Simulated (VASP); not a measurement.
Data:

```xyz
4
Lattice="2.7125 0.0000 0.0000 -1.3562 2.3491 0.0000 0.0000 0.0000 4.4061" Properties=species:S:1:pos:R:3 pbc="T T T"
Be     0.0000     1.5661     4.4000
Be     1.3563     0.7830     2.1969
O      0.0000     1.5661     1.6584
O      1.3563     0.7830     3.8614
```

Calculation: PBE GGA, VASP's PBE PAW potentials (set 64) (plane waves; VASP). Run with 520 eV cut-off, 12×12×7 Γ-centred mesh, tetrahedra with Blöchl corrections, potentials Be O.

**Question.** Predict the energy per atom (σ→0), band gap (on the k-mesh) with the smallest direct gap where there is one.

**Answer.** 
```yaml
band gap (on the k-mesh): 7.44 eV
smallest direct gap (on the k-mesh): 7.44 eV
energy per atom (σ→0): -7.115 eV/atom
```

Only differences to runs with the same potentials and settings are physical.

The structure was generated: BeO was put into the wurtzite type (P6_3mc), which need not be its known phase. It was relaxed first, which changed the volume by +7 %.
